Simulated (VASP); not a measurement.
From an Ansatz input to VASP: CaO (strained rocksalt)

Ansatz input

```yaml
crystal:
  lattice:
    - [0.0, 2.469476617, 2.469476617]
    - [2.469476617, 0.0, 2.469476617]
    - [2.469476617, 2.469476617, 0.0]
  atoms:
    - { symbol: Ca, position: [0.0, 0.0, 0.0] }
    - { symbol: O, position: [0.5, 0.5, 0.5] }
kpoints:
  mp_grid: { grid: [10, 10, 10] }
  band_path:
    path:
      - [0.0, 0.0, 0.0]
      - [0.5, 0.0, 0.5]
      - [0.625, 0.25, 0.625]
      - [0.375, 0.375, 0.75]
      - [0.5, 0.5, 0.5]
      - [0.5, 0.25, 0.75]
      - [0.0, 0.5, 0.5]
    npoints: 1
hamiltonian:
  xc: r2scan
scf:
  occupations: { method: fixed }
  n_extra_bands: 4
output:
  forces: true
  stress: true
  eigenvalues: true
```

Problem. Which VASP files do the same job?

Solution. 

INCAR

```
LREAL = .FALSE.
NSW = 0
LASPH = .TRUE.
EDIFF = 1E-7
ISMEAR = 0
IBRION = -1
SIGMA = 0.01
LCHARG = .FALSE.
ALGO = Normal
PREC = Accurate
LWAVE = .FALSE.
NELM = 120
ISIF = 2
ENCUT = 520
NBANDS = 15
METAGGA = R2SCAN
```

KPOINTS

```
KPOINTS created by Atomic Simulation Environment
0
Gamma
10 10 10
0 0 0
```

KPOINTS_OPT

```
special points
7
Reciprocal
0.0000000000 0.0000000000 0.0000000000 1
0.5000000000 0.0000000000 0.5000000000 1
0.6250000000 0.2500000000 0.6250000000 1
0.3750000000 0.3750000000 0.7500000000 1
0.5000000000 0.5000000000 0.5000000000 1
0.5000000000 0.2500000000 0.7500000000 1
0.0000000000 0.5000000000 0.5000000000 1
```

POSCAR

```
Ca O
 1.0000000000000000
     0.0000000000000000    2.4694766170000002    2.4694766170000002
     2.4694766170000002    0.0000000000000000    2.4694766170000002
     2.4694766170000002    2.4694766170000002    0.0000000000000000
 Ca  O
   1   1
Cartesian
  0.0000000000000000  0.0000000000000000  0.0000000000000000
  2.4694766169999998  2.4694766169999998  2.4694766169999998
```

VASP ran with the recommended PBE PAW datasets (16 valence electrons in the cell). Other inputs would serve too.

```tsv
	Ansatz	VASP
gap between bands v and c	4.20 eV	4.19 eV
least direct gap	4.59 eV	4.58 eV
pressure	-8.6 GPa	-7.8 GPa
```

Each program uses its own PAW datasets. VASP's cell holds 16 valence electrons and Ansatz's 16. Ansatz's stress includes a Pulay correction; VASP's doesn't.
